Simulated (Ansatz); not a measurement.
# Si(111) with SH on 75 % of the top atoms and H on the rest: bands and core levels, part 2 of 4

What would XPS and angle-resolved spectra of Si(111) with SH on 75 % of the top atoms and H on the rest look like?

Ansatz 0.2.0; DFT, PBE, plane-wave PAW, default files, scalar-relativistic.

So far, gap on the k-mesh (eV): step 2 (relaxing the atoms) 1.06.

## 3. Bands by layer

This is the main run. States are solved along the surface zone's path and weighed by where they lie along the normal, since photoemission sees the top layers. The cell holds 4 small cells, so the bands are unfolded.

input.yaml reads:

```yaml
crystal:
  lattice:
    - [7.6791796437, 0.0, 0.0]
    - [3.8395898218, 6.6503646517, 0.0]
    - [0.0, 0.0, 24.9237769138]
  atoms:
    - { symbol: H, position: [-0.0393553544, 0.195911617, 0.7157383617] }
    - { symbol: H, position: [0.6474276352, 0.0310571254, 0.7172462162] }
    - { symbol: H, position: [0.1924597252, 0.3352150126, 0.7152349821] }
    - { symbol: S, position: [-0.0165085963, 0.0080328899, 0.7118555056] }
    - { symbol: S, position: [0.4958574283, -0.0122469249, 0.7113279604] }
    - { symbol: S, position: [0.0064508432, 0.5035986918, 0.7115801772] }
    - { symbol: H, position: [0.4993940447, 0.4997326642, 0.6844275809] }
    - { symbol: Si, position: [-0.003059194, 0.0022846383, 0.6242739094] }
    - { symbol: Si, position: [0.4999667964, -0.0005145795, 0.624010355] }
    - { symbol: Si, position: [0.002230166, 0.4973386483, 0.6241726568] }
    - { symbol: Si, position: [0.4990745158, 0.5009778862, 0.6242535994] }
    - { symbol: Si, position: [0.8312962885, 0.3348097718, 0.5922979481] }
    - { symbol: Si, position: [0.3347314814, 0.3331421015, 0.5922310719] }
    - { symbol: Si, position: [0.8339139187, 0.8314020353, 0.5928691049] }
    - { symbol: Si, position: [0.3314103374, 0.8340706847, 0.5929697466] }
    - { symbol: Si, position: [0.8336009822, 0.3330162408, 0.4975227203] }
    - { symbol: Si, position: [0.3338247645, 0.3328396867, 0.4974907049] }
    - { symbol: Si, position: [0.8345203775, 0.8323668467, 0.4977790191] }
    - { symbol: Si, position: [0.3336021062, 0.8337614631, 0.4979395866] }
    - { symbol: Si, position: [0.1668483905, 0.1665441835, 0.4655634194] }
    - { symbol: Si, position: [0.667258889, 0.1659634452, 0.4655989457] }
    - { symbol: Si, position: [0.1676744599, 0.6663909371, 0.4656098726] }
    - { symbol: Si, position: [0.666882676, 0.6665842008, 0.4656561508] }
    - { symbol: Si, position: [0.166666667, 0.166666667, 0.370880907] }
    - { symbol: Si, position: [0.666666667, 0.166666667, 0.370880907] }
    - { symbol: Si, position: [0.166666667, 0.666666667, 0.370880907] }
    - { symbol: Si, position: [0.666666667, 0.666666667, 0.370880907] }
    - { symbol: Si, position: [0.0, 0.0, 0.339434911] }
    - { symbol: Si, position: [0.5, 0.0, 0.339434911] }
    - { symbol: Si, position: [0.0, 0.5, 0.339434911] }
    - { symbol: Si, position: [0.5, 0.5, 0.339434911] }
    - { symbol: H, position: [0.0, 0.0, 0.280856309] }
    - { symbol: H, position: [0.5, 0.0, 0.280856309] }
    - { symbol: H, position: [0.0, 0.5, 0.280856309] }
    - { symbol: H, position: [0.5, 0.5, 0.280856309] }
kpoints:
  mp_grid: { grid: [3, 3, 1] }
scf:
  occupations: { method: fermi_dirac, width: 0.02 }
  n_extra_bands: 37
hamiltonian:
  xc: pbe
  pseudopotentials: { kind: paw }
output:
  forces: true
  write_potential: true
  volumetric_format: []
  dos:
    projected:
      site_lists:
        adsorbate: [3, 0, 4, 1, 5, 2, 6]
        layer_1: [7, 8, 9, 10]
        layer_2: [11, 12, 13, 14]
        layer_3: [15, 16, 17, 18]
        middle: [19, 20, 21, 22]
        other_layers: [23, 24, 25, 26, 27, 28, 29, 30, 31, 32, 33, 34]
    de: 0.05
    e_range: [-30, 12]
    method: { smearing: { sigma: 0.12, scheme: gaussian } }
  eigenstates:
    kpoints:
      - [0.33333333, -0.33333333, 0.0]
      - [0.25, -0.375, 0.0]
      - [0.16666667, -0.41666667, 0.0]
      - [0.08333333, -0.45833333, 0.0]
      - [0.0, 0.5, 0.0]
      - [-0.08333333, 0.45833333, 0.0]
      # [... 29 more points ...]
      - [0.25, 0.5, 0.0]
      - [0.29166667, -0.41666667, 0.0]
    e_range: [-8.0, 6.0]
    unfold:
      supercell_matrix: [[2, 0, 0], [0, 2, 0], [0, 0, 1]]
      layers:
        axis: 3
        edges: [0.120367, 0.393377, 0.393477, 0.60781, 0.608488, 0.877733]
efield:
  axis: 3
  dipole_correction: true
```

On the command line:

```sh
$ ansatz run input.yaml --threads 4 --pin off --max-ram 11264MiB --backend cpu --events-out ev --progress --plain --runs-dir out
```

Numbers of over 12 decimals in the logs are rounded to 6 here.

The log of the run:

```text
[...]
Crystal: 35 atoms, lattice volume = 1272.841 Å³
Basis set: ecut = 420 eV, 24809 PW (Γ), exchange–correlation on 108×108×360 points (8 copies of the dense FFT grid, shifted against one another)
Bands: 98, of which v1, the nominal top of the filled ones, is band 61 counted from 1 (60 counted from 0)
Symmetry: 1 space group operations
[...]
k-points: 5 of 9 (time reversal used)
[...]
SCF iter   1: F=—  HF=-18093.809401 eV  |F-HF|=—  |Δ(HF+E_count)|=         —  Δρ=1.99e-3  dr2=5.86e-1  ethr=1.77e-3  p=-0.175 e·Å  D=-2.48e-2 V/Å  ΔV_dip=0.62 eV  dr2_dipole=3.54e-3  V_vac-E_F(+/−)=4.29/3.67 eV  ⟨swp⟩=8.6  Hψ=2819  notcnv=0  defer=32
[...]
SCF iter   9: F=-18093.721829 eV  HF=-18093.721829 eV  |F-HF|=2.76e-9  |Δ(HF+E_count)|=   6.25e-8  Δρ=6.69e-7  dr2=8.66e-9  ethr=8.20e-11  p=-0.152 e·Å  D=-2.16e-2 V/Å  ΔV_dip=0.54 eV  dr2_dipole=3.28e-10  V_vac-E_F(+/−)=4.64/4.11 eV  ⟨swp⟩=20.6  Hψ=4829  notcnv=0
SCF 1 converged in 9 iterations: F = -18093.721829 eV  dr2 = 8.66e-9
[...]
NSCF: frozen V_eff on 37 k-points
efield: sawtooth ramp at fractional position 0.9491 (kept from the solve that this one continues, or follows in the run), width 0.1000; the density the first Hamiltonian is built on has a dipole p = -0.152 e·Å; the dipole correction subtracts the counter field D = -2.16e-2 V/Å, which shifts the + side's vacuum level by +0.54 eV against the − side's; the planar-averaged density in the ramp window peaks in size at 9.1e-7 e/Å³
[...]
SCF converged after 9 iterations
Free energy (F): -18093.721829 eV
[...]
Internal energy: -18093.721829 eV  (E = F + TS)
E sigma→0 (E₀):  -18093.721829 eV
Fermi energy:    0.422727 eV
Dipole field:    D = -0.021585 V/Å  (p = -0.151831 e·Å, saw-weighted, corrected)
Work function:   Φ+ = 4.6439 eV   Φ− = 4.1059 eV
[...]
--- Forces (eV/Å), atoms counted from 1 ---
  atom   1  H      0.00054448     0.00303661     0.00252311
  atom   2  H      0.00245017     0.00275724     0.00505755
  atom   3  H      0.01100996    -0.00943682     0.01056284
  atom   4  S     -0.00437463    -0.00964807    -0.00993861
  atom   5  S      0.00601967    -0.00290744     0.00024741
  atom   6  S     -0.00020541     0.00172963     0.02782611
  atom   7  H      0.00374723    -0.00317778     0.00025423
  atom   8  Si    -0.00385549    -0.00324922     0.00621813
  atom   9  Si    -0.00364950    -0.00049050    -0.00673339
  atom  10  Si    -0.00477484     0.02105679    -0.02929083
  atom  11  Si    -0.00420538     0.00399829    -0.00211547
  atom  12  Si     0.00496774    -0.00673218    -0.00263518
  atom  13  Si     0.00241673    -0.00437413     0.00509461
  atom  14  Si    -0.00084825    -0.00840151    -0.00913786
  atom  15  Si    -0.00130984     0.00515390    -0.00530283
  atom  16  Si    -0.00148807     0.00724678    -0.00079605
  atom  17  Si    -0.00317607     0.00919841    -0.00594727
  atom  18  Si    -0.00931277     0.01064398     0.00159359
  atom  19  Si    -0.00943054    -0.00350678     0.00100133
  atom  20  Si     0.00134979    -0.00328513     0.00465510
  atom  21  Si     0.00204490    -0.00801541     0.00015308
  atom  22  Si     0.00332990     0.00136666     0.00360143
  atom  23  Si     0.00080265     0.00237647    -0.00084355
  atom  24  Si    -0.00042519    -0.00566905    -0.07945575
  atom  25  Si    -0.00057825    -0.01535986    -0.07700796
  atom  26  Si     0.00805502     0.00856947    -0.07432319
  atom  27  Si     0.00088334     0.00692841    -0.06580577
  atom  28  Si    -0.00166709    -0.00083199     0.84620328
  atom  29  Si     0.00291505     0.00031746     0.84689261
  atom  30  Si    -0.00193860    -0.00032789     0.85692558
  atom  31  Si    -0.00205376     0.00287337     0.85476798
  atom  32  H      0.00102945     0.00065156    -0.77663933
  atom  33  H     -0.00157483    -0.00019266    -0.77661876
  atom  34  H      0.00167109     0.00040284    -0.77535206
  atom  35  H      0.00161324    -0.00270319    -0.77563121
  max |Σ_I F_I| component: 1.81e-5 eV/Å
--- Band table (eV; the first three rows and the last of 5) ---
  k-point 0: bands = [... 57 lower, -0.5294, -0.5125, -0.1153, -0.1024, 0.9599, 0.9615, 0.9629, 1.4904, ... 33 higher]
  k-point 1: bands = [... 57 lower, -1.2743, -1.0486, -0.9247, -0.4794, 1.1091, 1.6845, 1.8042, 1.8195, ... 33 higher]
  k-point 2: bands = [... 57 lower, -1.2712, -1.0573, -0.9343, -0.4882, 1.1048, 1.6844, 1.8031, 1.8276, ... 33 higher]
  k-point 4: bands = [... 57 lower, -1.4978, -1.3134, -1.1876, -1.1547, 2.0483, 2.2655, 2.3303, 2.4367, ... 33 higher]
```

The job ended after 9.6 min (4 threads of Arm Neoverse N1, shared host; peak memory 4.9 GiB).

Reading the cycles: dr2 is the Hartree energy of the density residual (eV), the measure of convergence; HF is the Harris–Foulkes estimate of the energy, which meets the free energy F at convergence.

Numbers from this step:

- Fermi energy: 0.4227 eV
- zero of energy: valence-band maximum
- share of occupied states in no projected shell: 0.0115 of the occupied states in the window

A(k,E), total over k along the path and E. Zero: valence-band maximum.

Ten even steps from '0' (0.08 eV⁻¹) to '9' (6.78 eV⁻¹), each cell a mean:
```
323555555653334673333222112443
222356654366456754333332223422
001223456668997422222222333200
122112234555555432221111135322
433332222344344432233211231133
000000000002321122223444432110
000000000000000000122222200000
000000000000000000000000000000
000000000012321000000000000000
000000001245554321000000000000
000001124455555433222111100000
111122244554335554433333221111
222212333421112333333344332222
332345433200000132222333333333
223443232111111123222222344322
444433322111111112222222224444
433221210000000001112211112234
111112111111111111121000000111
111121111111111111112111111111
111211111000000001112110000011
222211111111111111111222333322
111111000000000000001112211111
```
Columns: k along the path (Å⁻¹) from 0 to 2.58; rows upwards: E (eV) from -7.17 to 4.75.

A(k,E), top over k along the path and E. Zero: valence-band maximum.

Values in eV⁻¹, 12 rows by 16 columns, each cell a mean:
```
0.59 0.70 0.95 0.89 0.84 1.14 1.10 1.12 1.17 0.72 0.65 0.61 0.56 0.47 0.73 0.63
0.21 0.31 0.39 0.61 0.77 0.87 1.12 1.03 0.62 0.46 0.36 0.38 0.42 0.50 0.46 0.21
0.41 0.34 0.33 0.35 0.41 0.52 0.48 0.52 0.49 0.43 0.44 0.37 0.30 0.45 0.33 0.41
0.04 0.05 0.04 0.04 0.06 0.09 0.20 0.14 0.09 0.17 0.25 0.35 0.42 0.22 0.08 0.05
0.03 0.03 0.03 0.04 0.06 0.15 0.36 0.27 0.11 0.06 0.06 0.07 0.07 0.05 0.03 0.03
0.15 0.16 0.21 0.32 0.53 0.70 0.66 0.69 0.61 0.45 0.37 0.33 0.30 0.24 0.19 0.16
0.45 0.52 0.55 0.62 0.74 0.84 0.80 0.83 0.82 0.77 0.69 0.63 0.61 0.56 0.48 0.44
0.64 0.58 0.70 0.72 0.65 0.43 0.32 0.35 0.52 0.56 0.55 0.55 0.54 0.62 0.61 0.64
0.67 0.74 0.64 0.58 0.45 0.39 0.37 0.38 0.39 0.51 0.51 0.53 0.57 0.60 0.70 0.66
0.42 0.39 0.42 0.42 0.36 0.33 0.31 0.32 0.37 0.44 0.46 0.37 0.34 0.34 0.36 0.42
0.47 0.48 0.52 0.48 0.40 0.34 0.32 0.32 0.34 0.39 0.51 0.49 0.41 0.41 0.46 0.48
0.35 0.36 0.31 0.20 0.18 0.18 0.17 0.17 0.18 0.20 0.24 0.38 0.42 0.43 0.38 0.35
```
Columns: k along the path (Å⁻¹) from 0 to 2.58; rows upwards: E (eV) from -7.17 to 4.75.

A(k,E), middle over k along the path and E. Zero: valence-band maximum.

Ten even steps from '_' (0.04 eV⁻¹) to '@' (3.12 eV⁻¹), each cell a mean:
```
::::::++++++++==--++--......::==**::::::::::::::....::----::
....::--++####**==::++==----++**++==------------::::----::..
____..::::--++++**####%%@@@@##++------::::::::::--==--::____
::::::..::::--==++******++**++++==::::::..........--**==--::
++========----------========++==--::::--==::....::--::::==++
......________________::----....::--::::--==========::::....
__________________________________..::::::--------..________
__________________________________________......____________
____________________..::==--..______________________________
________________..::==++++++==--::....______________________
__________....::--==++********==--::::::::......____________
____....::::::--==++++==----++**++==--------::::::::..______
::::::::..::====--==::______..--------====--==--------::::::
--------==++==----::__________..::::::::--------==----------
::::------::::--::..__________..::::::..::::::----====--::::
::--------::::::....__________....::::............::------::
==----::....::..__________________..::........____....::--==
....____..::..______________________..::..________________..
______..::....______________________........________________
____..::....__________________________........______________
----::....................................::::--------------
::::........____________________________..::::::::::....::::
```
Columns: k along the path (Å⁻¹) from 0 to 2.58; rows upwards: E (eV) from -7.17 to 4.75.

A(k,E), bottom over k along the path and E. Zero: valence-band maximum.

Ten even steps from '_' (0.02 eV⁻¹) to '@' (2.21 eV⁻¹), each cell a mean:
```
----::--==++++++++##==::::::--**%%==------::::......::====--
::::::--==++++++==--####++**%%%%++==::::::::::::::::--==::::
____....::::==++++****%%@@@@##==::::::......::::::----..____
............::--==++++==--======--::..............----::::..
::::::::::..........--==--====----::::::::......::::....::::
______________________..::..____..::::::--======--::....____
____________________________________..........::..__________
____________________________________________________________
______________________..::::..______________________________
__________________..--++****==::....________________________
______________..--==++++====++==----::....__________________
________......----====::..::--==------------::::::..________
............----::--..________::::..::::------------........
......::--==--::--..____________::::............::--::::....
::::--====::::--::______________..--::............::----::::
++++++==------......__________......::--::::::::::::--++++++
====----::....______________________....----------------====
______________......____________....__..____________________
________..................................__________________
______............________________..........________________
::::........................................::::::::::::::::
............____________________________....................
```
Columns: k along the path (Å⁻¹) from 0 to 2.58; rows upwards: E (eV) from -7.17 to 4.75.

Peaks of A(k,E) at the labelled points: for each region the eleven nearest the zero at most, each over 6 % of that point's highest, less those above the energy where the solved bands run out; weight and spread sum the levels within three half widths or 0.3 eV, so near peaks share levels. Peaks of the spectral function, the first 40 of 128 rows:

```csv
point,weight on,E (eV),A (1/eV),weight near the peak,rms spread of levels (eV)
K,total,-5.03,0.932,0.544,0.152
K,total,-4.31,2.92,2.9,0.193
K,total,-3.95,4.361,2.983,0.228
K,total,-3.55,2.654,2.761,0.209
K,total,-3.03,2.475,1.446,0.247
K,total,-2.37,2.976,2.209,0.187
K,total,-1.53,0.945,0.578,0.204
K,total,2.17,2.529,2.726,0.194
K,total,2.57,4.283,2.938,0.198
K,total,4.11,2.122,2.603,0.237
K,total,4.53,3.43,2.066,0.166
K,top,-4.25,0.588,0.536,0.173
K,top,-3.95,0.91,0.662,0.239
K,top,-3.55,0.716,0.63,0.21
K,top,-3.03,0.834,0.544,0.243
K,top,-2.59,0.734,0.797,0.303
K,top,-2.17,0.538,0.398,0.179
K,top,-1.49,0.568,0.426,0.188
K,top,2.17,0.505,0.492,0.2
K,top,2.57,0.749,0.537,0.205
K,top,4.11,0.639,0.734,0.25
K,top,4.53,0.896,0.564,0.18
K,middle,-5.27,0.303,0.169,0.267
K,middle,-4.35,1.604,1.267,0.2
K,middle,-3.97,1.445,1.389,0.253
K,middle,-3.55,0.767,0.783,0.202
K,middle,-3.03,1.067,0.583,0.223
K,middle,-2.37,1.739,1.241,0.173
K,middle,-1.57,0.322,0.116,0.157
K,middle,2.17,1.621,1.61,0.199
K,middle,2.57,2.35,1.715,0.204
K,middle,4.09,0.822,0.475,0.162
K,middle,4.53,1.224,0.733,0.166
K,bottom,-6.61,1.052,0.493,0.016
K,bottom,-3.95,1.991,1.237,0.201
K,bottom,-3.55,1.167,1.34,0.211
K,bottom,-3.03,0.569,0.317,0.271
K,bottom,-2.35,0.613,0.382,0.157
K,bottom,2.57,1.182,0.684,0.16
K,bottom,4.55,1.31,0.762,0.153
```

(Part 2 of 4 ends here.)

[Logs are printed without paths, hosts, clocks, repeated set-up lines and the standing remarks that a program may print on its own settings, such as how far it seeks lower states.]

[Hosts, paths, dates, database ids (printed as entryN), source tags and the programs' standing remarks are cut or masked in the printed files.]

[Maps of the electrostatic potential energy from Ansatz leave out the sawtooth potential of an applied field or a dipole correction, so their vacuum need not be flat; work functions include it.]
